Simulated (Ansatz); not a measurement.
A plane-wave DFT run in Ansatz 0.2.0 (scalar-relativistic PAW potentials unless the input names others): input and command.

```yaml
crystal:
  lattice:
    - [4.8265175878, -4.8283675482, -6.4763333621]
    - [4.8265175878, 4.8283675482, 6.4763333621]
    - [-4.8265175878, -4.8283675482, 6.4763333621]
  atoms:
    - { symbol: Zn, position: [0.5, 0.375, 0.375], spin: 0.143 }
    - { symbol: Sn, position: [0.5, 0.6223523633, 0.6223523633] }
    - { symbol: Sn, position: [0.0, 0.375, 0.875] }
    - { symbol: Sn, position: [0.0, 0.6250007083, 0.1250007083] }
    - { symbol: Sn, position: [0.0, 0.875, 0.375] }
    - { symbol: Sn, position: [0.0, 0.1249992917, 0.6249992917] }
    - { symbol: Sn, position: [0.5, 0.875, 0.875] }
    - { symbol: Sn, position: [0.5, 0.1276476367, 0.1276476367] }
    - { symbol: Sn, position: [0.4999985733, 0.4982111107, 0.0021511287] }
    - { symbol: Sn, position: [0.4999985733, 0.7478474445, 0.2517874626] }
    - { symbol: Sn, position: [-0.0041636841, 0.4991252775, 0.4991283075] }
    - { symbol: Sn, position: [-0.0041636841, 0.7467080084, 0.7467110384] }
    - { symbol: Sn, position: [0.0041636841, 0.0032919916, 0.0032889616] }
    - { symbol: Sn, position: [0.0041636841, 0.2508747225, 0.2508716925] }
    - { symbol: Sn, position: [0.5000014267, 0.0021525555, 0.4982125374] }
    - { symbol: Sn, position: [0.5000014267, 0.2517888893, 0.7478488713] }
    - { symbol: O, position: [0.4999642886, 0.1518274552, 0.3463884936], spin: 0.143 }
    - { symbol: O, position: [0.4999642886, 0.403575795, 0.5981368334], spin: 0.143 }
    - { symbol: O, position: [0.9995631784, 0.1533555716, 0.8459106142] }
    - { symbol: O, position: [0.9995631784, 0.4036525642, 0.0962076068] }
    - { symbol: O, position: [1.0003530416, 0.6537507011, 0.3463071289] }
    - { symbol: O, position: [1.0003530416, 0.9040459126, 0.5966023405] }
    - { symbol: O, position: [0.4999598867, 0.6518036426, 0.8467273077] }
    - { symbol: O, position: [0.4999598867, 0.903232579, 0.0981562441] }
    - { symbol: O, position: [0.8096939036, 0.5298200398, 0.5298738637], spin: 0.143 }
    - { symbol: O, position: [0.80808914, 0.7804548921, 0.7804917375] }
    - { symbol: O, position: [0.3057372882, 0.5294983919, 0.0262388963] }
    - { symbol: O, position: [0.3054150926, 0.7776863324, 0.2777292689] }
    - { symbol: O, position: [0.3057376859, 0.0261975552, 0.5295401307] }
    - { symbol: O, position: [0.3054150926, 0.2776858236, 0.7777287601] }
    - { symbol: O, position: [0.803705196, 0.0268342496, 0.0268709465] }
    - { symbol: O, position: [0.80808914, 0.2775974025, 0.2776342479] }
    - { symbol: O, position: [0.1903060964, 0.2201799602, 0.2201261363], spin: 0.143 }
    - { symbol: O, position: [0.19191086, 0.4724025975, 0.4723657521] }
    - { symbol: O, position: [0.6942627118, 0.2205016081, 0.7237611037] }
    - { symbol: O, position: [0.6945849074, 0.4723141764, 0.9722712399] }
    - { symbol: O, position: [0.6942623141, 0.7238024448, 0.2204598693] }
    - { symbol: O, position: [0.6945849074, 0.9723136676, 0.4722707311] }
    - { symbol: O, position: [0.196294804, 0.7231657504, 0.7231290535] }
    - { symbol: O, position: [0.19191086, 0.9695451079, 0.9695082625] }
    - { symbol: O, position: [0.5000357114, 0.346424205, 0.1518631666], spin: 0.143 }
    - { symbol: O, position: [0.5000357114, 0.5981725448, 0.4036115064], spin: 0.143 }
    - { symbol: O, position: [0.0004368216, 0.3463474358, 0.6537923932] }
    - { symbol: O, position: [0.0004368216, 0.5966444284, 0.9040893858] }
    - { symbol: O, position: [-0.0003530416, 0.8459540874, 0.1533976595] }
    - { symbol: O, position: [-0.0003530416, 0.0962492989, 0.4036928711] }
    - { symbol: O, position: [0.5000401133, 0.846767421, 0.6518437559] }
    - { symbol: O, position: [0.5000401133, 0.0981963574, 0.9032726923] }
  host:
    lattice:
      - [4.8265175878, 0.0, 0.0]
      - [0.0, 4.8283675482, 0.0]
      - [0.0, 0.0, 3.2381666811]
    atoms:
      - { symbol: Sn, position: [0.5, 0.5, 0.5] }
      - { symbol: Sn, position: [0.0, 0.0, 0.0] }
      - { symbol: O, position: [0.3064962477, 0.3066616288, 0.0] }
      - { symbol: O, position: [0.8064962477, 0.1933383712, 0.5] }
      - { symbol: O, position: [0.1935037523, 0.8066616288, 0.5] }
      - { symbol: O, position: [0.6935037523, 0.6933383712, 0.0] }
total_charge: -1
basis:
  ecutwfc: 420
  xc_grid: 4
kpoints:
  mp_grid: { grid: [2, 2, 2], shift: [0.5, 0.5, 0.5] }
hamiltonian:
  xc: pbe
scf:
  occupations: { method: gaussian, width: 0.01 }
  mixing: { preconditioner: local_kerker }
output:
  forces: true
  eigenvalues: true
magnetization:
  spin_polarized: true
```

```bash
ansatz run input.yaml --threads 4 --pin off --max-ram 10240MiB --backend cpu --events-out ev --progress --plain --runs-dir out
```

Abridged log:
```
Pseudopotentials: kind: paw
Pseudopotential: Zn, paw, valence charge 12, recommended cutoff 420 eV (normal)
Pseudopotential: Sn, paw, valence charge 14, recommended cutoff 420 eV (normal)
Pseudopotential: O, paw, valence charge 6, recommended cutoff 420 eV (normal)
Functional definition: PBE
Crystal: 48 atoms, lattice volume = 603.703 Å³
Basis set: ecut = 420 eV, 11809 PW (Γ), exchange–correlation on 256×256×256 points (64 copies of the dense FFT grid, shifted against one another)
Bands: 257, of which v1, the nominal top of the filled ones, is band 208 counted from 1 (207 counted from 0)
Symmetry: 4 space group operations
Space group: C2/m (ITA 12), of the structure as read, at distance tolerance 8.5e-5 Å
Magnetic group: BNS 12.58 (UNI 65), of the structure as read, at distance tolerance 8.5e-5 Å
k-points: 4 of 8
Initial density: superposition of atomic densities (chi_scale 0.1, normalization cell, long waves kept (reshape's long-wave potential 0.09 eV rms))
Starting moments: Σ|m| = 1.001 μB on 7 of 48 sites
Initial wavefunctions: pseudopotential atomic-orbital guess
Functional: x = pbe(κ = 0.804, μ = 0.21951497), c = pbe(β = 0.06672455)
spin=Collinear: local-Kerker preconditioning applied to the charge; magnetization (m = ρ↑ − ρ↓) channel mixes plain (no charge-response kernel on spin).
SCF iter   1: F=—  HF=-111832.058471 eV  |F-HF|=—  |Δ(HF+E_count)|=         —  Δρ=4.06e-2 (↑3.88e-2 ↓4.06e-2) dr2=2.80e1  dr2_m=9.82e-2  M=0.496 μB ∫|m|=0.609 μB  β_m=0.30  ethr=3.10e-3  ⟨swp⟩=5.5  Hψ=8018  notcnv=0  defer=56
SCF iter   2: F=—  HF=-111827.982381 eV  |F-HF|=—  |Δ(HF+E_count)|=    4.08e0  Δρ=2.72e-2 (↑2.64e-2 ↓2.72e-2) dr2=1.12e1  dr2_m=3.83e-2  M=0.500 μB ∫|m|=0.588 μB  β_m=0.30  ethr=3.10e-3  ⟨swp⟩=2.0  Hψ=3124  notcnv=0  defer=354
SCF iter   3: F=—  HF=-111825.834454 eV  |F-HF|=—  |Δ(HF+E_count)|=    2.15e0  Δρ=1.29e-2 (↑1.14e-2 ↓1.29e-2) dr2=1.44e0  dr2_m=4.43e-2  M=0.782 μB ∫|m|=0.852 μB  β_m=0.30  ethr=2.70e-3  ⟨swp⟩=2.0  Hψ=2742  notcnv=0  defer=354
SCF iter   4: F=—  HF=-111825.653554 eV  |F-HF|=—  |Δ(HF+E_count)|=   1.81e-1  Δρ=7.37e-3 (↑4.85e-3 ↓7.37e-3) dr2=5.36e-1  dr2_m=3.09e-2  M=0.500 μB ∫|m|=0.584 μB  β_m=0.30  ethr=3.48e-4  ⟨swp⟩=2.1  Hψ=3044  notcnv=0  defer=350
SCF iter   5: F=—  HF=-111825.583588 eV  |F-HF|=—  |Δ(HF+E_count)|=   7.00e-2  Δρ=2.50e-3 (↑2.18e-3 ↓2.50e-3) dr2=7.13e-2  dr2_m=4.54e-3  M=0.500 μB ∫|m|=0.569 μB  β_m=0.30  ethr=1.29e-4  ⟨swp⟩=2.0  Hψ=2488  notcnv=0  defer=350
SCF iter   6: F=—  HF=-111825.601451 eV  |F-HF|=—  |Δ(HF+E_count)|=   1.79e-2  Δρ=6.41e-3 (↑1.36e-3 ↓6.41e-3) dr2=2.16e-1  dr2_m=5.68e-2  M=0.899 μB ∫|m|=0.959 μB  β_m=0.30  ethr=1.72e-5  ⟨swp⟩=2.0  Hψ=3024  notcnv=0  defer=350
SCF iter   7: F=—  HF=-111825.602743 eV  |F-HF|=—  |Δ(HF+E_count)|=   1.29e-3  Δρ=3.40e-3 (↑1.02e-3 ↓3.40e-3) dr2=6.87e-2  dr2_m=1.44e-2  M=0.652 μB ∫|m|=0.732 μB  β_m=0.30  ethr=1.72e-5  ⟨swp⟩=2.0  Hψ=2481  notcnv=0  defer=350
SCF iter   8: F=—  HF=-111825.605968 eV  |F-HF|=—  |Δ(HF+E_count)|=   3.22e-3  Δρ=1.61e-3 (↑1.16e-3 ↓1.61e-3) dr2=1.95e-2  dr2_m=4.21e-3  M=0.500 μB ∫|m|=0.577 μB  β_m=0.30  ethr=1.65e-5  ⟨swp⟩=2.0  Hψ=2464  notcnv=0  defer=350
   ...
--- Forces (eV/Å), atoms counted from 1 ---
  atom   1  Zn     0.00000000     0.00000000     0.00000000
  atom   2  Sn     0.00000000     0.00000000     0.01178505
  atom   3  Sn     0.00000000     0.00000000     0.00000000
  atom   4  Sn     0.00000000     0.00000000     0.00002603
  atom   5  Sn     0.00000000     0.00000000     0.00000000
  atom   6  Sn     0.00000000     0.00000000    -0.00002603
  atom   7  Sn     0.00000000     0.00000000     0.00000000
  atom   8  Sn     0.00000000     0.00000000    -0.01178505
  atom   9  Sn    -0.00426953    -0.00429310     0.00109191
  atom  10  Sn    -0.00426953    -0.00429310    -0.00109191
  atom  11  Sn    -0.00164142     0.00163699     0.00595226
  atom  12  Sn    -0.00164142     0.00163699    -0.00595226
  atom  13  Sn     0.00164142    -0.00163699     0.00595226
  atom  14  Sn     0.00164142    -0.00163699    -0.00595226
  atom  15  Sn     0.00426953     0.00429310     0.00109191
  atom  16  Sn     0.00426953     0.00429310    -0.00109191
  atom  17  O     -0.00520209    -0.00521618    -0.00010733
  atom  18  O     -0.00520209    -0.00521618     0.00010733
  atom  19  O     -0.00106390    -0.00330812    -0.00122294
  atom  20  O     -0.00106390    -0.00330812     0.00122294
  atom  21  O     -0.00329506    -0.00105557    -0.00122262
  atom  22  O     -0.00329506    -0.00105557     0.00122262
  atom  23  O      0.00668364     0.00668629    -0.00317924
  atom  24  O      0.00668364     0.00668629     0.00317924
  atom  25  O      0.00912688    -0.00912771     0.00000000
  atom  26  O      0.00300399    -0.00300309    -0.00501754
  atom  27  O     -0.00194261    -0.00234131     0.00000000
  atom  28  O      0.00004120    -0.00003746    -0.00000139
  atom  29  O      0.00233873     0.00194453     0.00000000
  atom  30  O      0.00004120    -0.00003746     0.00000139
  atom  31  O     -0.00790858     0.00792454     0.00000000
  atom  32  O      0.00300399    -0.00300309     0.00501754
  atom  33  O     -0.00912688     0.00912771     0.00000000
  atom  34  O     -0.00300399     0.00300309    -0.00501754
  atom  35  O      0.00194261     0.00234131     0.00000000
  atom  36  O     -0.00004120     0.00003746    -0.00000139
  atom  37  O     -0.00233873    -0.00194453     0.00000000
  atom  38  O     -0.00004120     0.00003746     0.00000139
  atom  39  O      0.00790858    -0.00792454     0.00000000
  atom  40  O     -0.00300399     0.00300309     0.00501754
  atom  41  O      0.00520209     0.00521618    -0.00010733
  atom  42  O      0.00520209     0.00521618     0.00010733
  atom  43  O      0.00106390     0.00330812    -0.00122294
  atom  44  O      0.00106390     0.00330812     0.00122294
  atom  45  O      0.00329506     0.00105557    -0.00122262
  atom  46  O      0.00329506     0.00105557     0.00122262
  atom  47  O     -0.00668364    -0.00668629    -0.00317924
  atom  48  O     -0.00668364    -0.00668629     0.00317924
```

Apart from outputs, empty bands and the relaxation, which only the reference makes, the input differs from a reference run on usual settings in scf.mixing.preconditioner: not typed → "local_kerker"; basis.xc_grid: 2 → 4. The reference, at the same geometry, ended its own course with largest force 0.013 eV/Å, no gap on the mesh. This run converged in 19 SCF iterations with an energy at zero smearing 0.01 meV/atom below the reference's, largest force 0.013 eV/Å, no gap on the mesh.

Time: 53 s on 4 threads of Arm Neoverse V2 (shared host), peak memory 3.7 GiB.